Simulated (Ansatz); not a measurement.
## KF: energy along a strain

KF, Fm-3m, a = 5.347 Å (as given, not relaxed at this level: -0.5 GPa). Ansatz: r2SCAN, PAW, 500 eV, Γ-centred 8×8×8 mesh on 2 atoms, Gaussian smearing 0.05 eV; no spin polarisation. Cell vectors (Å): 0.000 2.674 2.674; 2.674 0.000 2.674; 2.674 2.674 0.000. The cell is strained by x per cent times the pattern (1 1 0 0 0 0) in the order xx yy zz yz xz xy (engineering shears), with fractional coordinates held. y is the free energy over the start, V0 = 19.109 Å³/atom.

```tsv
x (%)	y (meV/atom)
-2.00	?
-1.50	0.46
-1.00	-0.26
-0.50	-0.40
0.00	0.00
0.50	0.89
1.00	2.27
1.50	4.09
1.75	5.15
2.00	6.32
```

Fit y = c1 x + c2 x² + c3 x³ to the other rows, get the stiffness along the pattern, and predict the missing energy.

Least squares on the rows shown. y = 1.303 x + 1.010 x² − 0.04101 x³. The clamped-ion stiffness p·C·p = 2 × 10.10 eV × 160.2 / 19.109 Å³ = 169 GPa (second derivative at the start, which stands under stress). At x = -2.00 the fit asked for gives 1.76 meV/atom. The run gave 1.80 meV/atom, so the fit is 0.04 meV/atom too low, a small miss on the scale of the series.